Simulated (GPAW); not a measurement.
KF (Carobbiite):

```
K F
1.0
     0.00000    2.67185    2.67185
     2.67185    0.00000    2.67185
     2.67185    2.67185    0.00000
K F
1 1
Direct
  0.00000 0.00000 0.00000
  0.50000 0.50000 0.50000
```

Base run:

| Quantity | Value |
| --- | --- |
| Program | GPAW 26.7.0 |
| Functional | LDA |
| Potentials or basis | the program's PAW data sets (release 1.2.1) made for this functional |
| Cutoff | 800 eV |
| Basis | pw |
| k mesh | 9 × 9 × 9 |
| Occupations | gaussian, width 0.05 eV |
| Spin | no spin polarisation |

Its results: band gap on the k mesh 5.80 eV, direct; pressure -4.3 GPa.

Q: The run is repeated on the same cell with these changes: functional from LDA to RPBE; occupations from gaussian, width 0.05 eV to gaussian, width 0.02 eV. What comes out?

A: Band gap on the k mesh 6.51 eV, direct; pressure 3.3 GPa.

Caveats: an odd mesh through Γ misses points on the zone boundary, where band edges often lie.
